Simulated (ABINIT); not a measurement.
Runs of ABINIT 10.8.3 (patched build) on SnSe. It takes space group Fm-3m (No. 225, cubic). The conventional cell has a = 6.020 Å, b = 6.020 Å, c = 6.020 Å, α = 90.00°, β = 90.00°, γ = 90.00°. Around Sn (site symmetry m-3m) lie 6 Se at 3.01 Å. Around Se (site symmetry m-3m) lie 6 Sn at 3.01 Å. Measurements of this composition are mostly on another form, of space group No. 62.

```tsv
task	cell	k mesh	cutoff (eV)	smearing	stop of the response cycle (tolvrs)	acoustic sum rule (asr)	cell freedom (optcell)	optimiser (ionmov)	cutoff smearing ecutsm (Ha)	mesh quality	gap on the mesh (eV)	pressure (GPa)
phonons	as given	4 × 4 × 4, with 4 shifts	1088	fixed	1e-08	2	-	-	-	not flagged	-	(a)
relaxation of cell and atoms	relaxed	6 × 6 × 6	1170	fermi-dirac 0.05 eV	-	-	2	2	0.5	not flagged	0.91	0.0
single point	cell relaxed	6 × 6 × 6	1170	fermi-dirac 0.05 eV	-	-	-	-	-	not flagged	0.91	0.0
single point	as given	6 × 6 × 6	1088	fermi-dirac 0.05 eV	-	-	-	-	-	not flagged	0.60	-3.8
```

Alike in all rows: level LDA; potentials or basis PseudoDojo NC SR LDA v0.4.1 standard; no spin polarisation.

**Question.** Fill in the values left out.

**Answer.** (a) -3.4.

Caveats: spin-orbit coupling is left out, which moves the levels of the heavy elements (some runs); some modes are imaginary (some runs); the cell is more than 3 GPa from zero pressure, which shifts response properties (some runs).

A k mesh can miss the band edges, and the runs leave out spin-orbit coupling on Se, Sn.
